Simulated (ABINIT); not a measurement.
Set up this calculation in ABINIT 10.8.3 (patched build), as the native input.

```yaml
Task: band structure
Functional: LDA
Potentials_or_basis: JTH PAW LDA v2.0
Cutoff: 707 eV
k_mesh: 11 × 11 × 11
Occupations: fermi-dirac, width 0.05 eV
Spin: no spin polarisation
Fine-grid_cutoff: 1306.15 eV
```

AlN:

```
CELL_PARAMETERS angstrom
0.00000 2.03452 2.03452
2.03452 0.00000 2.03452
2.03452 2.03452 0.00000
ATOMIC_POSITIONS crystal
Al 0.50000 0.50000 0.50000
N 0.00000 0.00000 0.00000
```

Measurements of this composition are mostly on another form, of space group No. 186.

The input as run:

run.abi

```
# Datasets: ground state, then fixed potential
ndtset 2

# Pseudopotentials
pp_dirpath "./"
pseudos "Al.LDA_PW-JTH.xml, N.LDA_PW-JTH.xml"

# Structure
acell 3*1.0 Angstrom
rprim
     0.0000000000     2.0345180000     2.0345180000
     2.0345180000     0.0000000000     2.0345180000
     2.0345180000     2.0345180000     0.0000000000
ntypat 2
znucl 13 7
natom 2
typat 1 2
xred
     0.5000000000     0.5000000000     0.5000000000
     0.0000000000     0.0000000000     0.0000000000

# Plane-wave basis
ecut 707.496042 eV
pawecutdg 48.0

# Exchange and correlation
ixc 7

# Bands and occupations
occopt 3
tsmear 0.05 eV

# SCF cycle
nstep 100

# Output
iomode 3
prtwf 0
prteig 0
prtebands 0
enunit 1
prtden1 1

# Dataset 1
kptopt1 1
ngkpt1 11 11 11
nshiftk1 1
shiftk1 0.0 0.0 0.0
nband1 8
tolvrs1 1.0e-9

# Dataset 2: bands along G-X-W-K-G-L-U-W-L-K
iscf2 -2
getden2 1
nband2 14
nbdbuf2 4
tolwfr2 1.0e-11
kptopt2 -9
ndivsm2 6
prteig2 1
prtvol2 -3
kptbounds2
     0.0000000000     0.0000000000     0.0000000000
     0.5000000000     0.0000000000     0.5000000000
     0.5000000000     0.2500000000     0.7500000000
     0.3750000000     0.3750000000     0.7500000000
     0.0000000000     0.0000000000     0.0000000000
     0.5000000000     0.5000000000     0.5000000000
     0.6250000000     0.2500000000     0.6250000000
     0.5000000000     0.2500000000     0.7500000000
     0.5000000000     0.5000000000     0.5000000000
     0.3750000000     0.3750000000     0.7500000000
```

Potentials or basis: JTH PAW LDA v2.0.

Run with:

```bash
$ abinit run.abi > log 2>&1
```

Results of the run:

| Item | Value |
| --- | --- |
| Pressure | -11.5 GPa |
| Band gap on the k mesh | 4.37 eV, indirect (least direct gap 5.47 eV) |
| Band gap along the path | 4.24 eV, indirect (least direct gap 5.47 eV) |
| Valence electrons inside the program's atomic spheres | Al 0.84; N 2.63 |

Caveat: the mesh misses the band edges, which the band path finds closer together.

Run time: 22 s on 1 thread of Arm Neoverse V1, with other jobs on the host, peak memory 0.1 GiB.
